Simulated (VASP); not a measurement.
Ru, 1 atom in the cell. It takes space group Immm (No. 71, orthorhombic). Conventional cell: a = 2.641 Å, b = 2.776 Å, c = 3.830 Å, α = 90.00°, β = 90.00°, γ = 90.00°. Ru (site symmetry mmm) is surrounded by 12 Ru at 2.64 to 2.78 Å. This isn't the form of Ru at room conditions, which is hcp. The cell isn't the ideal one: strain -0.0500 x Voigt [0, 0, 0, 0, 1, 0], atoms carried along.

| Property | Result |
| --- | --- |
| Program | VASP 6.6.1 |
| Task | single point |
| Functional | LDA |
| Potentials or basis | VASP PAW LDA potentials, release 64 (Ru_pv) |
| Cutoff | 520 eV |
| k mesh | 22 × 22 × 22 |
| Occupations | gaussian, width 0.15 eV |
| Spin | no spin polarisation |
| Dipole correction | no |
| Further INCAR settings | ALGO = Fast; EDIFF = 1e-06; NBANDS = 13 |

Potentials or basis: VASP PAW LDA potentials, release 64 (Ru_pv).

Run with:

```bash
$ cat potpaw_LDA.64/Ru_pv/POTCAR > POTCAR
$ mpirun -np 1 vasp_std > vasp.out
```

Hardware: 1 thread of Intel(R) Xeon(R) Platinum 8559C (Emerald Rapids), on a shared host.

Task: Estimate the wall time of this run.

Result: It took 2.2 min on 1 thread of Intel(R) Xeon(R) Platinum 8559C (Emerald Rapids), on a shared host, peak memory 0.34 GiB. Counts: scf iterations 12, k points 1530.
